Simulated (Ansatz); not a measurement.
Input and command of a calculation in Ansatz (plane waves; scalar-relativistic PAW potentials unless the input names others):

```yaml
crystal:
  lattice:
    - [0.0, 2.664291116, 2.664291116]
    - [2.664291116, 0.0, 2.664291116]
    - [2.664291116, 2.664291116, 0.0]
  atoms:
    - { symbol: Al, position: [0.0, 0.0, 0.0] }
    - { symbol: P, position: [0.75, 0.75, 0.75] }
basis:
  ecutwfc: 420
  xc_grid: 1
kpoints:
  mp_grid: { grid: [8, 8, 8] }
hamiltonian:
  xc: pbesol
  pseudopotentials: { kind: paw_fr }
scf:
  occupations: { method: gaussian, width: 0.02 }
output:
  forces: true
  eigenvalues: true
  stress: true
magnetization:
  noncollinear: true
  spin_orbit: true
```

```bash
ansatz run input.yaml --threads 1 --pin off --max-ram 2560MiB --backend cpu --events-out ev --progress --plain --runs-dir out
```

Abridged log:
```
Pseudopotentials: kind: paw_fr
Pseudopotential: Al, paw_fr, valence charge 3, recommended cutoff 420 eV (normal)#standard-fr
Pseudopotential: P, paw_fr, valence charge 5, recommended cutoff 420 eV (normal)#standard-fr
Functional definition: PBEsol
non-collinear run that drives no moment, with spin-orbit: no starting moment large enough to seed its density (crystal.atoms[].spin), no starting occupations that ask for one, no magnetisation constraint and no magnetic field, so the semilocal B_xc is pinned to zero
Crystal: 2 atoms, lattice volume = 37.825 Å³
Basis set: ecut = 420 eV, 725 PW (Γ)
Bands: 16, of which v1, the nominal top of the filled ones, is band 8 counted from 1 (7 counted from 0)
Symmetry: 24 space group operations + 24 with time reversal
Magnetic group: BNS 216.75 (UNI 1577), of the structure as read, at distance tolerance 3.4e-5 Å
k-points: 29 of 512 (time reversal used)
Projection manifold: j_resolved (fully-relativistic pseudo-atomic orbitals)
Initial density: superposition of atomic densities (chi_scale 0.1, normalization cell, long waves kept (reshape's long-wave potential 0.00 eV rms))
Initial wavefunctions: pseudopotential atomic-orbital guess
Functional: x = pbesol(κ = 0.804, μ = 0.12345679), c = pbesol(β = 0.046)
SCF iter   1: F=—  HF=-1266.009539 eV  |F-HF|=—  |Δ(HF+E_count)|=         —  Δρ=4.78e-2  dr2=1.05e0  dr2_m=0.00e0 (ungated) ethr=3.10e-3  |M|=0.00e0 ∫|m|=0.00e0 μB  |m|>n=0.0e0 m-floor=0.0e0 τ_xc=0.0e0  β_m=0.30  ⟨swp⟩=7.9  Hψ=3813  notcnv=0
SCF iter   2: F=—  HF=-1265.756741 eV  |F-HF|=—  |Δ(HF+E_count)|=   2.53e-1  Δρ=2.88e-2  dr2=2.98e-1  dr2_m=0.00e0 (ungated) ethr=3.10e-3  |M|=0.00e0 ∫|m|=0.00e0 μB  |m|>n=0.0e0 m-floor=0.0e0 τ_xc=0.0e0  β_m=0.46  ⟨swp⟩=2.9  Hψ=1047  notcnv=0  defer=88
SCF iter   3: F=—  HF=-1265.669271 eV  |F-HF|=—  |Δ(HF+E_count)|=   8.75e-2  Δρ=7.35e-3  dr2=1.31e-2  dr2_m=0.00e0 (ungated) ethr=3.10e-3  |M|=0.00e0 ∫|m|=0.00e0 μB  |m|>n=0.0e0 m-floor=0.0e0 τ_xc=0.0e0  β_m=0.58  ⟨swp⟩=3.0  Hψ=748  notcnv=0  defer=88
SCF iter   4: F=—  HF=-1265.666066 eV  |F-HF|=—  |Δ(HF+E_count)|=   3.21e-3  Δρ=5.93e-4  dr2=1.03e-4  dr2_m=0.00e0 (ungated) ethr=1.64e-4  |M|=0.00e0 ∫|m|=0.00e0 μB  |m|>n=0.0e0 m-floor=0.0e0 τ_xc=0.0e0  β_m=0.69  ⟨swp⟩=2.3  Hψ=580  notcnv=0  defer=88
SCF iter   5: F=—  HF=-1265.666047 eV  |F-HF|=—  |Δ(HF+E_count)|=   1.90e-5  Δρ=1.05e-4  dr2=2.31e-6  dr2_m=0.00e0 (ungated) ethr=1.28e-6  |M|=0.00e0 ∫|m|=0.00e0 μB  |m|>n=0.0e0 m-floor=0.0e0 τ_xc=0.0e0  β_m=0.84  ⟨swp⟩=2.9  Hψ=618  notcnv=0  defer=88
SCF iter   6: F=—  HF=-1265.666047 eV  |F-HF|=—  |Δ(HF+E_count)|=   2.88e-7  Δρ=1.02e-5  dr2=1.78e-8  dr2_m=0.00e0 (ungated) ethr=1.25e-9  |M|=0.00e0 ∫|m|=0.00e0 μB  |m|>n=0.0e0 m-floor=0.0e0 τ_xc=0.0e0  β_m=0.92  ⟨swp⟩=12.2  Hψ=3011  notcnv=0
SCF iter   7: F=-1265.666047 eV  HF=-1265.666047 eV  |F-HF|=1.57e-11  |Δ(HF+E_count)|=   1.25e-8  Δρ=3.91e-7  dr2=5.41e-11  dr2_m=0.00e0 (ungated) ethr=2.22e-10  |M|=0.00e0 ∫|m|=0.00e0 μB  |m|>n=0.0e0 m-floor=0.0e0 τ_xc=0.0e0  ⟨swp⟩=1.7  Hψ=1250  notcnv=0
SCF 1 converged in 7 iterations: F = -1265.666047 eV  dr2 = 5.41e-11
SCF converged after 7 iterations
Magnetization: |M| = 0.0000 μB, M = (+0.0000, +0.0000, +0.0000) μB
Absolute magnetization: 0.0000 μB (∫|m|)
  site 0: m = (+0.0000, +0.0000, +0.0000) μB, |m| = 0.0000 μB  (R = 0.95 Å)
  site 1: m = (+0.0000, +0.0000, +0.0000) μB, |m| = 0.0000 μB  (R = 0.95 Å)
Free energy (F): -1265.666047 eV
Harris-Foulkes:  -1265.666047 eV  (|F-HF|=1.57e-11)
Internal energy: -1265.666047 eV  (E = F + TS)
E sigma→0 (E₀):  -1265.666047 eV
Fermi energy:    6.375474 eV
--- Forces (eV/Å), atoms counted from 1 ---
  atom   1  Al     0.00000000     0.00000000     0.00000000
  atom   2  P      0.00000000     0.00000000     0.00000000
--- Stress (GPa, compression-positive) ---
        8.056021       0.000000       0.000000
        0.000000       8.056021       0.000000
        0.000000       0.000000       8.056021
  P = ⅓ Tr σ = 8.0560 GPa (80.560 kbar)
```

Apart from outputs, empty bands and the relaxation, which only the reference makes, the input differs from a reference run on usual settings in hamiltonian.pseudopotentials: not typed → {"kind": "paw_fr"}; magnetization: not typed → {"noncollinear": true, "spin_orbit": true}; basis.xc_grid: not typed → 1. The reference, at the same geometry, ended its own course with pressure 8.06 GPa, largest force 0.000 eV/Å, gap on the mesh 1.29 eV. This run converged in 7 SCF iterations with a total energy on another zero (with these potentials totals step by a constant when spin–orbit coupling is switched, so their difference is no spin–orbit energy), pressure 8.06 GPa, largest force 0.000 eV/Å, gap on the mesh 1.27 eV.

It took 2.3 s on 1 thread of Intel(R) Xeon(R) 6975P-C (Granite Rapids) (shared host), peak memory 0.4 GiB.